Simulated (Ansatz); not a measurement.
# Fe under changes of volume

One of the cells (12.019 Å³/atom); the others are scaled copies at fixed shape and fractional positions:

```xyz
1
Lattice="-1.4430 1.4430 1.4430 1.4430 -1.4430 1.4430 1.4430 1.4430 -1.4430" Properties=species:S:1:pos:R:3 pbc="T T T"
Fe    0.0000    0.0000    0.0000
```

- Program: Ansatz 0.2.0
- Functional: LDA
- Potentials or basis: all-electron LAPW, scalar-relativistic
- Cutoff: 303 eV (chosen from the basis error)
- Basis error allowed: 0.001 eV/atom
- k mesh: 13 × 13 × 13
- Occupations: fermi-dirac, width 0.05 eV
- Spin: collinear spin, ferromagnetic start
- Starting moments: [3.0] μB

| volume (Å³/atom) | energy over the lowest point (meV/atom) | pressure (GPa) | moment (μB per cell) |
| --- | --- | --- | --- |
| 11.298 | 0.00 | -17.7 | 2.09 |
| 11.538 | 29.19 | -21.0 | 2.12 |
| 11.778 | 63.06 | -23.8 | 2.16 |
| 12.019 | ? | ? | ? |
| 12.259 | 141.48 | -27.6 | 2.26 |
| 12.499 | 183.86 | -28.8 | 2.33 |
| 12.740 | 227.81 | -29.8 | 2.39 |

Question: What does the run at 12.019 Å³/atom give?

Answer: Energy over the lowest point 100.89 meV/atom; pressure -26.1 GPa; moment 2.20 μB per cell.

Worked out: A Birch-Murnaghan fit of order 3 (a polynomial in V^(-2/3)) to the other rows has no minimum within the range. It gives 100.97 meV/atom at 12.019 Å³/atom, against the run's 100.89, and -dE/dV = -26.2 GPa, against -26.1. A parabola through the other rows of the moment, of slope 0.211 μB per Å³/atom there, gives 2.21 μB, against the run's 2.20.

Energies are extrapolated to zero smearing.
